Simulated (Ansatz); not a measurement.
# VN: the cost of one run

Program: Ansatz 0.2.0. Level of theory: DFT LDA without U, plane waves, PAW. These are calculated values, not measurements.

## (1) The starting structure

Symmetry: Fm-3m, No. 225, cubic system. The conventional cell has a = 4.128 Å, b = 4.128 Å, c = 4.128 Å, α = 90.00°, β = 90.00°, γ = 90.00°. V (site symmetry m-3m) has 6 N at 2.06 Å as nearest neighbours. N (site symmetry m-3m) has 6 V at 2.06 Å as nearest neighbours.

Coordinates:

```
V N
1.0
     0.00000    2.06400    2.06400
     2.06400    0.00000    2.06400
     2.06400    2.06400    0.00000
V N
1 1
Direct
  0.00000 0.00000 0.00000
  0.50000 0.50000 0.50000
```

Magnetic order typed: ferromagnetic.

An earlier series on this cell reached its lowest free state from «from atoms, symmetry kept, no search», perhaps among other starts.

## (2) Random orbitals: single harmonics, second filling

Contents of input.yaml:

```yaml
crystal:
  lattice:
    - [0.0, 2.06400093, 2.06400093]
    - [2.06400093, 0.0, 2.06400093]
    - [2.06400093, 2.06400093, 0.0]
  atoms:
    - { symbol: V, position: [0.0, 0.0, 0.0], spin: 0.3, spin_axis: [0.707107, 0.707107, 0.0] }
    - { symbol: "N", position: [0.5, 0.5, 0.5] }
basis:
  ecutwfc: 420
  ecutrho_ratio: 4
kpoints:
  mp_grid: { grid: [8, 8, 8] }
hamiltonian:
  xc: lda
  hubbard:
    sites:
      - { site: 0, l: d, u_eff: 0.0, starting_ns: [{ occupation_matrix: s0 }] }
    occupation_matrices:
      s0:
        spinor_matrix:
          - [[0.97, 0.0], [0.0, 0.0], [0.0, 0.0], [0.0, 0.0], [0.0, 0.0], [0.0, 0.0], [0.0, 0.0], [0.0, 0.0], [0.0, 0.0], [0.0, 0.0]]
          - [[0.0, 0.0], [0.02, 0.0], [0.0, 0.0], [0.0, 0.0], [0.0, 0.0], [0.0, 0.0], [0.0, 0.0], [0.0, 0.0], [0.0, 0.0], [0.0, 0.0]]
          - [[0.0, 0.0], [0.0, 0.0], [0.02, 0.0], [0.0, 0.0], [0.0, 0.0], [0.0, 0.0], [0.0, 0.0], [0.0, 0.0], [0.0, 0.0], [0.0, 0.0]]
          - [[0.0, 0.0], [0.0, 0.0], [0.0, 0.0], [0.02, 0.0], [0.0, 0.0], [0.0, 0.0], [0.0, 0.0], [0.0, 0.0], [0.0, 0.0], [0.0, 0.0]]
          - [[0.0, 0.0], [0.0, 0.0], [0.0, 0.0], [0.0, 0.0], [0.02, 0.0], [0.0, 0.0], [0.0, 0.0], [0.0, 0.0], [0.0, 0.0], [0.0, 0.0]]
          - [[0.0, 0.0], [0.0, 0.0], [0.0, 0.0], [0.0, 0.0], [0.0, 0.0], [0.97, 0.0], [0.0, 0.0], [0.0, 0.0], [0.0, 0.0], [0.0, 0.0]]
          - [[0.0, 0.0], [0.0, 0.0], [0.0, 0.0], [0.0, 0.0], [0.0, 0.0], [0.0, 0.0], [0.02, 0.0], [0.0, 0.0], [0.0, 0.0], [0.0, 0.0]]
          - [[0.0, 0.0], [0.0, 0.0], [0.0, 0.0], [0.0, 0.0], [0.0, 0.0], [0.0, 0.0], [0.0, 0.0], [0.02, 0.0], [0.0, 0.0], [0.0, 0.0]]
          - [[0.0, 0.0], [0.0, 0.0], [0.0, 0.0], [0.0, 0.0], [0.0, 0.0], [0.0, 0.0], [0.0, 0.0], [0.0, 0.0], [0.02, 0.0], [0.0, 0.0]]
          - [[0.0, 0.0], [0.0, 0.0], [0.0, 0.0], [0.0, 0.0], [0.0, 0.0], [0.0, 0.0], [0.0, 0.0], [0.0, 0.0], [0.0, 0.0], [0.02, 0.0]]
    ns_hold: { iters: 12 }
scf:
  occupations: { method: gaussian, width: 0.05 }
  lower_state_search: "off"
  max_iter: 150
output:
  forces: true
  stress: true
  eigenvalues: true
  populations: true
  hubbard: { sites: [{ site: 0, l: d }] }
magnetization:
  noncollinear: true
  spin_orbit: true
```

The typed matrices put 0.97 on the chosen orbitals and 0.02 on the others, and are held for 12 cycles. This run includes spin–orbit coupling.

Launch:

```
ansatz run input.yaml --threads 2 --pin off --max-ram 3072MiB --backend cpu --events-out ev --progress --plain --runs-dir out
```

**Question.** How long does this run take on 2 threads of Intel Xeon Platinum 8375C at 2.90GHz (Ice Lake), shared host, and how much memory does it need?

About 33 s, with a peak of 0.54 GiB.
